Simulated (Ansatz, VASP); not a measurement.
**Fe: VASP beside Ansatz**

```
Fe
1.0
     0.00000    1.94174    1.96511
     1.49844    0.00000    1.96511
     1.49844    1.94174    0.00000
Fe
1
Direct
  0.00000 0.00000 0.00000
```

Alike in both runs: task single point; functional r2SCAN; k mesh 8 × 8 × 8; occupations gaussian, width 0.1 eV; collinear spin.

|  | VASP | Ansatz |
| --- | --- | --- |
| version | VASP 6.6.1 | Ansatz 0.2.0 |
| potentials or method | VASP PAW PBE potentials, release 64 (Fe) | scalar-relativistic, plane waves, PAW |
| plane-wave cutoff (eV) | 520 | 500 |
| valence electrons in the cell | 8 | 16 |

|  | VASP | Ansatz | Ansatz less VASP |
| --- | --- | --- | --- |
| gap on the k mesh at the Fermi level (eV) | none | none | - |
| pressure (GPa) | 6.5 | 6.8 | +0.33 |
| largest component of the traceless stress (GPa) | 3.19 | 3.29 | +0.095 |
| net moment per atom (μB) | 2.65 | 2.65 | +0.001 |
| size of the moment on the site where the two differ most (μB) | 2.71 | 2.79 | +0.087 |

Site moments also hang on the region over which each program counts them. A gap of «none» marks a metal or a gap that the smearing closes. The two sets of potentials don't hold the same shells in valence. Ansatz warned: «stability_check_not_made».

Caveats: the k mesh is coarse (spacing up to 0.39 Å⁻¹), so the values aren't converged; the PAW data sets were made with another functional, which shifts forces and pressure a little (VASP).
